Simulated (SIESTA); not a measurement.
Runs of SIESTA 5.4.2 on AlN. Symmetry: F-43m, No. 216, cubic system. Conventional cell: a = 4.368 Å, b = 4.368 Å, c = 4.368 Å, α = 90.00°, β = 90.00°, γ = 90.00°. Al (site symmetry -43m) has 4 N at 1.89 Å as nearest neighbours. N (site symmetry -43m) is surrounded by 4 Al at 1.89 Å. Measurements of this composition are mostly on another form, of space group No. 186.

```tsv
task	level	potentials or basis	cell	k mesh	optimiser	force tolerance	stress tolerance (GPa)	grid cutoff	energy shift	gap on the mesh (eV)	pressure (GPa)	V0 of scaled cells (Å³/atom)	B0 (GPa)
band structure	PBEsol	PseudoDojo 0.4 standard (PBEsol files), DZP (energy shift 0.002 Ry; radii capped at 9.5 bohr)	as given	10 × 10 × 10	-	-	-	800 Ry	0.002 Ry	3.13	3.2	-	-
band structure	BLYP	PseudoDojo 0.4 standard (PBE files), DZP (energy shift 0.002 Ry; radii capped at 9.5 bohr)	as given	10 × 10 × 10	-	-	-	800 Ry	0.002 Ry	3.62	11.2	-	-
single point	PBE	PseudoDojo 0.4 standard (PBE files), DZP (energy shift 0.003 Ry)	as given	10 × 10 × 10	-	-	-	800 Ry	0.003 Ry	3.26	6.2	-	-
band structure	LDA	PseudoDojo 0.4 standard (LDA files), DZP (energy shift 0.002 Ry; radii capped at 9.5 bohr)	as given	10 × 10 × 10	-	-	-	800 Ry	0.002 Ry	3.21	-2.6	-	-
band structure	LDA	PseudoDojo 0.4 standard (LDA files), DZP (energy shift 0.003 Ry)	as given	10 × 10 × 10	-	-	-	800 Ry	0.003 Ry	(c)	(d)	-	-
band structure	RPBE	PseudoDojo 0.4 standard (PBE files), DZP (energy shift 0.002 Ry; radii capped at 9.5 bohr)	as given	10 × 10 × 10	-	-	-	800 Ry	0.002 Ry	3.30	(b)	-	-
band structure	PBE	PseudoDojo 0.4 standard (PBE files), DZ (energy shift 0.002 Ry; radii capped at 9.5 bohr)	as given	10 × 10 × 10	-	-	-	800 Ry	0.002 Ry	3.32	13.9	-	-
equation of state	PBE	PseudoDojo 0.4 standard (PBE files), DZP (energy shift 0.003 Ry)	as given	10 × 10 × 10	-	-	-	800 Ry	0.003 Ry	-	-	10.74	192
band structure	PBEsol	PseudoDojo 0.4 standard (PBEsol files), DZP (energy shift 0.003 Ry)	as given	10 × 10 × 10	-	-	-	800 Ry	0.003 Ry	3.14	3.1	-	-
relaxation of cell and atoms	LDA	PseudoDojo 0.4 standard (LDA files), DZP (energy shift 0.002 Ry; radii capped at 9.5 bohr)	relaxed	8 × 8 × 8	Broyden	0.01 eV/Å	0.05	1200 Ry	0.002 Ry	3.21	0.0	-	-
equation of state	PBE	PseudoDojo 0.4 standard (PBE files), TZP (energy shift 0.002 Ry; radii capped at 9.5 bohr)	as given	10 × 10 × 10	-	-	-	800 Ry	0.002 Ry	-	-	10.73	194
band structure	PBE	PseudoDojo 0.4 standard (PBE files), SZ (energy shift 0.002 Ry; radii capped at 9.5 bohr)	as given	10 × 10 × 10	-	-	-	800 Ry	0.002 Ry	(a)	22.3	-	-
```

Alike in all rows: no spin polarisation; smearing fermi-dirac 0.05 eV.

**Question.** Fill in the values left out.

**Answer.** (a) 3.99; (b) 7.1; (c) 3.22; (d) -2.7.

Caveats: the basis of atomic orbitals isn't converged, which shifts pressures, moduli and gaps; the potentials were made for another functional, which shifts forces and pressure (some runs); the basis has no polarisation orbitals (some runs); so large a pressure means that the cell lies far from this level's equilibrium, or that cutoff or potentials fall short (some runs).

A k mesh can miss the band edges.

Not every run made on this cell is shown here.
